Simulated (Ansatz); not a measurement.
# Minibands of ZnSe/CdS superlattices, part 4 of 5

How do the layer thicknesses change the gap of ZnSe/CdS? The crystals are ZnSe zinc blende(111) and CdS zinc blende(111), on a common net of side 4.2 Å (+3.5 % and +0.0 % against typed lattice constants near PBE's). Layer spacings come from each crystal relaxed along the normal on that net, and the joins take bond lengths estimated from both crystals. The stacks are then relaxed. The first steps treat the bulk crystals alone. PBEsol has lattice constants of its own, so the true strain differs.

Ansatz 0.2.0; PBEsol DFT, plane waves, PAW files (the session's first sound run).

So far, gap on path (eV): step 3 (the bulk crystal and its band edges, strain 0.0348, crystal ZnSe zinc …) 0.741; step 5 (the bulk crystal and its band edges, strain -0.0001, crystal CdS zinc …) 0.876; step 7 (band edges of the superlattice, atomic layers of each crystal 6×6, k-mesh 8×8×2) 0.804.

### 10. Band edges of the superlattice, atomic layers of each crystal 4×2, k-mesh 8×8×4

Another period, with its own band edges.

input.yaml

```yaml
crystal:
  lattice:
    - [4.2, 0.0, 0.0]
    - [-2.1, 3.6373066959, 0.0]
    - [0.0, 0.0, 9.5930692888]
  atoms:
    - { symbol: Se, position: [0.0, 0.0, -0.0011815674] }
    - { symbol: Zn, position: [0.3333333333, 0.6666666667, 0.0721954623] }
    - { symbol: Se, position: [0.3333333333, 0.6666666667, 0.3269703275] }
    - { symbol: Zn, position: [0.6666666667, 0.3333333333, 0.4006288459] }
    - { symbol: S, position: [0.6666666667, 0.3333333333, 0.6420279179] }
    - { symbol: Cd, position: [0.0, 0.0, 0.7238050736] }
kpoints:
  mp_grid: { grid: [8, 8, 4] }
  band_path: { path: [VBM, CBM], npoints: 24 }
scf:
  occupations: { method: fixed }
  max_iter: 120
hamiltonian:
  xc: pbesol
output:
  eigenvalues: true
  write_potential: true
  write_density: true
  volumetric_format: npy
```

Launch:

```bash
$ ansatz run input.yaml --threads 4 --pin off --max-ram 10240MiB --backend cpu --events-out ev --progress --plain --runs-dir out
```

Numbers of over 12 decimals in the logs are rounded to 6 here.

The log of the run:

```text
[...]
Crystal: 6 atoms, lattice volume = 146.550 Å³
Basis set: ecut = 420 eV, 2823 PW (Γ)
Bands: 50, of which v1, the nominal top of the filled ones, is band 41 counted from 1 (40 counted from 0)
Symmetry: 6 space group operations
[...]
k-points: 35 of 256 (time reversal used)
[...]
SCF iter   1: F=—  HF=-26482.982829 eV  |F-HF|=—  |Δ(HF+E_count)|=         —  Δρ=4.38e-3  dr2=3.83e-2  ethr=1.77e-3  ⟨swp⟩=5.0  Hψ=5350  notcnv=0  defer=236
[...]
SCF iter   9: F=-26482.972364 eV  HF=-26482.972364 eV  |F-HF|=1.28e-8  |Δ(HF+E_count)|=   2.92e-8  Δρ=3.75e-6  dr2=1.58e-8  ethr=1.22e-10  ⟨swp⟩=3.1  Hψ=3862  notcnv=0
SCF 1 converged in 9 iterations: F = -26482.972364 eV  dr2 = 1.58e-8
[...]
SCF converged after 9 iterations
Free energy (F): -26482.972364 eV
[...]
Internal energy: -26482.972364 eV  (E = F + TS)
E sigma→0 (E₀):  -26482.972364 eV
Fermi energy:    6.259105 eV
[...]
--- Band table (eV; the first three rows and the last of 35) ---
  k-point 0: bands = [... 37 lower, 5.4295, 6.0762, 6.0762, 6.2591, 7.0878, 8.2663, 8.5778, 11.8516, ... 5 higher]
  k-point 1: bands = [... 37 lower, 5.5651, 5.5843, 6.0081, 6.0081, 7.6585, 8.2321, 8.5745, 11.9595, ... 5 higher]
  k-point 2: bands = [... 37 lower, 5.7190, 5.7190, 5.8907, 5.8907, 8.1197, 8.2452, 8.4514, 11.8286, ... 5 higher]
  k-point 34: bands = [... 37 lower, 4.0409, 4.3577, 4.4952, 5.0237, 10.4207, 11.0790, 11.2237, 11.2873, ... 5 higher]
```

Wall time 25 s (4 threads of Arm Neoverse V1, shared host); peak memory 0.57 GiB; 97 s of CPU time.

Numbers from this step:

| Quantity | Value |
| --- | --- |
| free energy | -26482.9724 eV |
| gap on the k-mesh | 0.8287 eV |
| gap on path | 0.8172 eV, by band count; negative where bands overlap |
| edge places on path | 0, 0.06233 1/A along the path |

The electronic bands at the labelled points (eV, zero at the Fermi level (highest filled level under fixed occupations); v1 is the highest filled band, c1 the lowest empty one):

```tsv
point	v4	v3	v2	v1	c1	c2	c3	c4
VBM	-0.83	-0.36	-0.20	0.01	0.98	2.08	2.38	5.57
halfway	-0.83	-0.23	-0.19	0.01	0.87	2.03	2.33	5.59
CBM	-0.83	-0.18	-0.18	0.00	0.83	2.01	2.32	5.59
```

The searched edges give 0.817 eV, against 0.829 eV on the mesh.

### 11. Minibands and complex bands along the stacking, atomic layers of each crystal 4×2, k-mesh 8×8×4

This step: PBEsol DFT, plane waves, PAW files; complex bands by layer matching along the plane's normal (Ansatz 0.2.0).

The whole cell is now the period, so open channels are minibands and Im kz is the decay through the stack.

Edit input.yaml of step 10 so:

```diff
@@ -14,3 +14,2 @@
   mp_grid: { grid: [8, 8, 4] }
-  band_path: { path: [VBM, CBM], npoints: 24 }
 scf:
@@ -22,4 +21,6 @@
   eigenvalues: true
-  write_potential: true
-  write_density: true
-  volumetric_format: npy
+  transmission:
+    leads: [[0, 0]]
+    kpoints: [[0.0, 0.0], [0.0208, 0.0208]]
+    e_range: [-1.5, 2.32]
+    de: 0.05
```

The log of the run:

```text
[...]
Crystal: 6 atoms, lattice volume = 146.550 Å³
Basis set: ecut = 420 eV, 2823 PW (Γ)
Bands: 50, of which v1, the nominal top of the filled ones, is band 41 counted from 1 (40 counted from 0)
Symmetry: 6 space group operations
[...]
k-points: 35 of 256 (time reversal used)
[...]
SCF iter   1: F=—  HF=-26482.982829 eV  |F-HF|=—  |Δ(HF+E_count)|=         —  Δρ=4.38e-3  dr2=3.83e-2  ethr=1.77e-3  ⟨swp⟩=5.0  Hψ=5350  notcnv=0  defer=236
[...]
SCF iter   9: F=-26482.972364 eV  HF=-26482.972364 eV  |F-HF|=1.28e-8  |Δ(HF+E_count)|=   2.92e-8  Δρ=3.75e-6  dr2=1.58e-8  ethr=1.22e-10  ⟨swp⟩=3.1  Hψ=3862  notcnv=0
SCF 1 converged in 9 iterations: F = -26482.972364 eV  dr2 = 1.58e-8
[...]
transmission: 12 of 24 steps passed
transmission: 24 of 24 steps passed
SCF converged after 9 iterations
Free energy (F): -26482.972364 eV
[...]
Internal energy: -26482.972364 eV  (E = F + TS)
E sigma→0 (E₀):  -26482.972364 eV
Fermi energy:    6.259105 eV
[...]
--- Band table (eV; the first three rows and the last of 35) ---
  k-point 0: bands = [... 37 lower, 5.4295, 6.0762, 6.0762, 6.2591, 7.0878, 8.2663, 8.5778, 11.8516, ... 5 higher]
  k-point 1: bands = [... 37 lower, 5.5651, 5.5843, 6.0081, 6.0081, 7.6585, 8.2321, 8.5745, 11.9595, ... 5 higher]
  k-point 2: bands = [... 37 lower, 5.7190, 5.7190, 5.8907, 5.8907, 8.1197, 8.2452, 8.4514, 11.8286, ... 5 higher]
  k-point 34: bands = [... 37 lower, 4.0409, 4.3577, 4.4952, 5.0237, 10.4207, 11.0790, 11.2237, 11.2873, ... 5 higher]
--- Transmission ---
  basis      : 127 plane waves across, 12 finite elements along
  points     : 2, as listed
[...]
channels       : 0.000000e0 a spin
[...]
slowest decay  : 0.0696 /Å at (0.0000, 0.0000)
```

Wall time 15 s (4 threads); peak memory 0.69 GiB.

This step gave:

* decay constant at the filling level, zone centre: 0.06962 Å⁻¹
* decay constant at the filling level, slowest listed point: 0.0696 Å⁻¹

Lower lead, k parallel (0, 0); values up to 1.5 1/Å, a degenerate pair printed once or twice; energies at which all values exceed this have no row. Table of Im kz of the slowest decaying states by energy, zero at the highest filled level on the SCF mesh:

```tsv
energy (eV)	decay 1 (Å⁻¹)	decay 2 (Å⁻¹)	decay 3 (Å⁻¹)	decay 4 (Å⁻¹)
-1.50	0.433	1.18	1.40	-
-1.35	0.343	1.16	1.37	1.46
-1.20	0.205	1.14	1.35	1.42
-1.05	1.12	1.32	1.40	-
-0.90	0.0770	1.10	1.30	1.40
-0.75	1.07	1.29	1.41	-
-0.60	1.05	1.27	1.44	-
-0.45	0.0638	1.02	1.25	-
-0.30	0.993	1.23	-	-
-0.15	0.109	0.962	1.22	-
0.00	0.00181	0.244	0.930	1.20
0.15	0.0531	0.315	0.896	1.19
0.30	0.0667	0.365	0.859	1.17
0.50	0.0685	0.413	0.809	1.15
0.65	0.0581	0.441	0.768	1.13
0.80	0.0260	0.463	0.726	1.12
0.95	0.481	0.681	1.10	1.27
1.10	0.496	0.632	1.09	1.26
1.25	0.508	0.580	1.07	1.25
1.40	0.517	0.522	1.06	1.25
1.55	0.455	0.525	1.04	1.25
1.70	0.371	0.530	1.03	1.24
1.85	0.242	0.534	1.01	1.24
2.00	0.0279	0.537	0.997	1.24
2.15	0.0402	0.177	0.538	0.981
2.30	0.110	0.538	0.965	1.24
```

Lower lead, k parallel (0, 0). The Re kz of states that move upwards by energy, zero at the highest filled level on the SCF mesh:

```tsv
energy (eV)	channel 1 (Å⁻¹)	channel 2 (Å⁻¹)	channel 3 (Å⁻¹)
-1.50	-0.308	-	-
-1.35	-0.279	-	-
-1.25	-0.261	-	-
-1.10	-0.236	-0.205	-0.205
-1.00	-0.219	-	-
-0.85	-0.194	-	-
-0.70	-0.168	0.159	0.159
-0.60	-0.151	0.242	0.242
-0.45	-0.124	-	-
-0.30	-0.221	-0.221	-0.0954
-0.20	-0.0798	-0.0798	-0.0745
-0.05	-0.0346	-	-
0.00	-	-	-
0.05	-	-	-
0.20	-	-	-
0.35	-	-	-
0.45	-	-	-
0.60	-	-	-
0.75	-	-	-
0.85	0.0233	-	-
1.00	0.0724	-	-
1.10	0.0964	-	-
1.25	0.130	-	-
1.40	0.164	-	-
1.50	0.187	-	-
1.65	0.225	-	-
1.80	0.274	-	-
1.90	-	-	-
2.05	-	-	-
2.15	-	-	-
2.30	-0.198	-	-
```

Lower lead, k parallel (0.0208, 0.0208); values up to 1.5 1/Å, a degenerate pair printed once or twice; energies at which all values exceed this have no row. Im kz of the slowest decaying states against energy, zero at the highest filled level on the SCF mesh:

```tsv
energy (eV)	decay 1 (Å⁻¹)	decay 2 (Å⁻¹)	decay 3 (Å⁻¹)	decay 4 (Å⁻¹)
-1.50	0.403	1.17	1.41	-
-1.35	0.305	1.15	1.38	1.45
-1.20	0.125	1.13	1.36	1.42
-1.05	0.0188	1.11	1.34	1.40
-0.90	0.0499	1.09	1.32	1.40
-0.75	1.07	1.30	1.41	-
-0.60	1.05	1.29	1.44	-
-0.45	0.0528	1.02	1.27	-
-0.30	0.0703	0.997	1.25	-
-0.15	0.147	0.969	1.23	-
0.00	0.254	0.939	1.22	1.42
0.15	0.0654	0.318	0.907	1.20
0.30	0.0829	0.365	0.873	1.18
0.50	0.0888	0.411	0.825	1.16
0.65	0.0835	0.438	0.787	1.15
0.80	0.0681	0.459	0.747	1.13
0.95	0.0284	0.477	0.704	1.11
1.10	0.492	0.658	1.10	1.26
1.25	0.503	0.608	1.08	1.25
1.40	0.513	0.554	1.07	1.24
1.55	0.492	0.521	1.05	1.24
1.70	0.417	0.526	1.03	1.24
1.85	0.318	0.531	1.02	1.24
2.00	0.0858	0.533	1.00	1.24
2.15	0.0428	0.152	0.535	0.984
2.30	0.165	0.535	0.967	1.24
```

Lower lead, k parallel (0.0208, 0.0208). Table of Re kz of states that move upwards by energy, zero at the highest filled level on the SCF mesh:

```tsv
energy (eV)	channel 1 (Å⁻¹)	channel 2 (Å⁻¹)	channel 3 (Å⁻¹)
-1.50	-0.299	-	-
-1.35	-0.269	-	-
-1.25	-0.251	-	-
-1.10	-0.225	-0.195	-0.0587
-1.00	-0.206	-	-
-0.85	-0.174	0.113	-
-0.70	0.233	-	-
-0.60	-0.131	0.204	0.312
-0.45	-0.0828	-	-
-0.30	-0.252	-0.171	-
-0.20	-0.141	-0.0204	-
-0.05	-0.0534	-	-
0.00	-0.0216	-	-
0.05	-	-	-
0.20	-	-	-
0.35	-	-	-
0.45	-	-	-
0.60	-	-	-
0.75	-	-	-
0.85	-	-	-
1.00	0.0287	-	-
1.10	0.0680	-	-
1.25	0.109	-	-
1.40	0.145	-	-
1.50	0.169	-	-
1.65	0.207	-	-
1.80	0.249	-	-
1.90	0.288	-	-
2.05	-0.152	0.306	-
2.15	-	-	-
2.30	-0.256	-	-
```

At the listed wavevectors the last open channel is at +0.00 eV and the next at +0.85 eV on the grid. At +0.40 eV, the grid energy nearest the filling level (the middle of the gap on the SCF mesh), the slowest state at the listed wavevectors decays with κ = 0.0696 Å⁻¹, its amplitude falling by e over 14 Å.

### 12. Relaxation, stack ZnSe 8 / CdS 8, atomic layers of each crystal 8×8

This step: PBEsol DFT, plane waves, PAW files (Ansatz 0.2.0).

System of this step: ZnSe (8) / CdS (8). The cell holds 16 atoms: 4 Se, 4 Zn, 4 S and 4 Cd. Its edges and angles: a = 4.200 Å, b = 4.200 Å, c = 25.906 Å, α = 85.4°, β = 94.6°, γ = 120.0°. Regions: 0: ZnSe, 8 atoms (4 Se and 4 Zn); 1: CdS, 8 atoms (4 S and 4 Cd). The structure's axis is c.

The stack is relaxed at a fixed cell, since the spacings at the joins were only estimated. The total length stays as laid.

input.yaml

```yaml
crystal:
  lattice:
    - [4.2, 0.0, 0.0]
    - [-2.1, 3.6373066959, 0.0]
    - [-2.1, 1.2124355653, 25.7924513399]
  atoms:
    - { symbol: Se, position: [0.0, 0.0, 0.0] }
    - { symbol: Zn, position: [0.3424046454, 0.6575953546, 0.0272139362] }
    - { symbol: Se, position: [0.3739777375, 0.6260222625, 0.1219332126] }
    - { symbol: Zn, position: [0.7163823829, 0.2836176171, 0.1491471488] }
    - { symbol: Se, position: [0.7479554751, 0.2520445249, 0.2438664253] }
    - { symbol: Zn, position: [0.0903601205, -0.0903601205, 0.2710803615] }
    - { symbol: Se, position: [0.1219332126, -0.1219332126, 0.3657996379] }
    - { symbol: Zn, position: [0.464337858, 0.535662142, 0.3930135741] }
    - { symbol: S, position: [0.49408902, 0.50591098, 0.4822670599] }
    - { symbol: Cd, position: [0.8374002899, 0.1625997101, 0.5122008696] }
    - { symbol: S, position: [0.8701112824, 0.1298887176, 0.6103338473] }
    - { symbol: Cd, position: [0.2134225523, -0.2134225523, 0.640267657] }
    - { symbol: S, position: [0.2461335449, -0.2461335449, 0.7384006346] }
    - { symbol: Cd, position: [0.5894448148, 0.4105551852, 0.7683344444] }
    - { symbol: S, position: [0.6221558073, 0.3778441927, 0.866467422] }
    - { symbol: Cd, position: [0.9654670772, 0.0345329228, 0.8964012317] }
kpoints:
  mp_grid: { grid: [8, 8, 2] }
scf:
  occupations: { method: fixed }
  max_iter: 120
hamiltonian:
  xc: pbesol
output:
  eigenvalues: false
  forces: true
relax:
  f_tol: 0.02
  max_steps: 40
```

The log of the run:

```text
[...]
- { symbol: S, position: [0.494186, 0.505814, 0.482557] }
    - { symbol: Cd, position: [0.837518, 0.162482, 0.512553] }
    - { symbol: S, position: [0.870150, 0.129850, 0.610450] }
    - { symbol: Cd, position: [0.213590, -0.213590, 0.640769] }
    - { symbol: S, position: [0.246213, -0.246213, 0.738639] }
    - { symbol: Cd, position: [0.589645, 0.410355, 0.768935] }
    - { symbol: S, position: [0.622282, 0.377718, 0.866845] }
    - { symbol: Cd, position: [0.965754, 0.034246, 0.897262] }
[...]
[key lines of the parts left out:]
SCF converged after 5 iterations
Free energy (F): -71106.320492 eV
Fermi energy:    6.391599 eV
```

Elapsed: 2.9 min, on 4 threads; peak memory 2.1 GiB.

The steps of the relaxation:

```tsv
step	energy less that of the first step (eV)	largest force component (eV/Å)
1	0.0000	0.1603
2	-0.0028	0.1067
3	-0.0041	0.0250
4	-0.0042	0.0037
```

The atoms that moved most (Å):

```tsv
atom	dx	dy	dz	length
Cd16	0.000	0.000	0.022	0.022
Cd14	0.000	0.000	0.015	0.015
Zn2	0.000	0.000	-0.013	0.013
Zn4	0.000	0.000	-0.013	0.013
Cd12	0.000	0.000	0.013	0.013
Zn6	0.000	0.000	-0.012	0.012
Zn8	0.000	0.000	-0.010	0.010
S15	0.000	0.000	0.010	0.010
```

Final coordinates:

```cif
data_structure
_symmetry_space_group_name_H-M 'P 1'
_symmetry_Int_Tables_number 1
_cell_length_a 4.2000
_cell_length_b 4.2000
_cell_length_c 25.9062
_cell_angle_alpha 85.350
_cell_angle_beta 94.650
_cell_angle_gamma 120.000
_cell_volume 394.02
loop_
_atom_site_label
_atom_site_type_symbol
_atom_site_fract_x
_atom_site_fract_y
_atom_site_fract_z
_atom_site_occupancy
Se1 Se 0.99988 0.00012 0.99964 1
Zn2 Zn 0.34223 0.65777 0.02669 1
Se3 Se 0.37386 0.62614 0.12158 1
Zn4 Zn 0.71621 0.28379 0.14863 1
Se5 Se 0.74784 0.25216 0.24351 1
Zn6 Zn 0.09020 0.90980 0.27060 1
Se7 Se 0.12181 0.87819 0.36544 1
Zn8 Zn 0.46421 0.53579 0.39263 1
S9 S 0.49419 0.50581 0.48256 1
Cd10 Cd 0.83752 0.16248 0.51255 1
S11 S 0.87015 0.12985 0.61045 1
Cd12 Cd 0.21359 0.78641 0.64077 1
S13 S 0.24621 0.75379 0.73864 1
Cd14 Cd 0.58964 0.41036 0.76893 1
S15 S 0.62228 0.37772 0.86684 1
Cd16 Cd 0.96575 0.03425 0.89726 1
```

The largest force component on a free atom ends at 0.0037 eV/Å.

[end of part 4 of 5]

[Logs are printed without paths, hosts, clocks, repeated set-up lines and the standing remarks that a program may print on its own settings, such as how far it seeks lower states.]

[Hosts, paths, dates, database ids (printed as entryN), source tags and the programs' standing remarks are cut or masked in the printed files.]
